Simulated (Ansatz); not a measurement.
What does this script print? It uses Ansatz's Python interface.

Script `run_nc_paw.py`:
```python
# -*- coding: utf-8 -*-
'''Two kinds of potentials on KNbO3.'''

from dataclasses import dataclass

import ansatz as az
import numpy as np
import pandas as pd


@dataclass
class RunConfig:
    kgrid: tuple[int, ...] = (4, 4, 4)
    dispersion: str = 'd3bjatm'


cfg = RunConfig()


def count_gap(report):
    # lowest empty less highest filled band, counting bands; zero where they overlap
    return max(report.get('gap_by_band_count_ev') or 0.0, 0.0)


def main():
    lattice = az.Lattice.of(
        [3.996, 0.0, 0.0],
        [0.0, 3.996, 0.0],
        [0.0, 0.0, 4.063],
    )
    sites = [
        ('K', [0.0, 0.0, 0.018]),
        ('Nb', [0.5, 0.5, 0.5]),
        ('O', [0.5, 0.5, 0.044]),
        ('O', [0.5, 0.0, 0.54]),
        ('O', [0.0, 0.5, 0.54]),
    ]
    knbo3 = az.Crystal(lattice=lattice)
    for symbol, position in sites:
        knbo3 = knbo3.atom(symbol, position)

    model = (
        knbo3.calculation()
        .kpoints(*cfg.kgrid)
        .occupations(az.OccupationsMethod.FIXED)
        .functional(az.Functional.PBE, dispersion=cfg.dispersion)
        .stress()
        .forces()
        .band_table()
    )
    variants = {
        'PAW': model.pseudopotentials('paw'),
        'norm-conserving': model.pseudopotentials('nc'),
    }
    # totals differ by the cores that each treatment holds, so compare what does not depend on them
    rows = []
    for label, variant in variants.items():
        summary = variant.run().report
        levels = np.array(summary['eigenvalues_ev'][0]) - summary['fermi_energy_ev']
        print(label, 'levels at the first k-point near E_F:', np.round(levels[np.abs(levels) < 5], 3))
        rows.append((label, summary['n_electrons'], np.trace(summary['stress_gpa']) / 3, float(np.abs(summary['forces_ev_ang']).max()), count_gap(summary)))
    print(pd.DataFrame(rows, columns=['treatment', 'electrons in bands', 'P GPa', 'max force component eV/A', 'gap by band count eV']).round(4).to_string(index=False))


if __name__ == '__main__':
    main()
```

Output of `python run_nc_paw.py`:
```text
DeckWarning: basis.ecutwfc = 420 eV, auto-derived from the records' recommended cutoffs: set by K (normal level)
PAW levels at the first k-point near E_F: [-2.298 -2.285 -2.285 -1.607 -1.607 -1.176 -1.061 -0.849 -0.849  1.587
  2.245  2.245]
DeckWarning: basis.ecutwfc = 1240 eV, auto-derived from the records' recommended cutoffs: set by O (normal level)
norm-conserving levels at the first k-point near E_F: [-2.298 -2.285 -2.285 -1.609 -1.609 -1.175 -1.063 -0.852 -0.852  1.582
  2.24   2.24 ]
      treatment  electrons in bands  P GPa  max force component eV/A  gap by band count eV
            PAW                40.0 0.7308                    0.0968                1.5873
norm-conserving                40.0 0.6802                    0.1032                1.5821
```
(Warnings from the package without file and line.)

PAW gives 0.731 GPa and norm-conserving 0.680 GPa, 0.05 GPa apart. They took 2.9 and 10.5 s of processor time.

Reading the output:
- Spin is left out of this run.
- Semilocal gaps usually lie well under measured ones.
- The computed bands are complete only to about 5.5 eV above the Fermi level.
- The Fermi level of a run with fixed occupations marks the highest occupied state on its mesh, not mid-gap.
- The starting cell is as deposited in a crystallographic database; the results hold for this polymorph, which needn't be the stable one.
- Gaps and levels are Kohn-Sham values on a finite set of k-points, without spin-orbit coupling.
- Stress is positive in compression.
- The whole script took 14 s on 1 thread of Arm Neoverse V2, with other jobs on the host, peak memory 0.52 GiB.

(A comment or docstring line of the script was reworded after the run, the code is as it ran; lines on the test bed's own set-up are left out of the output.)
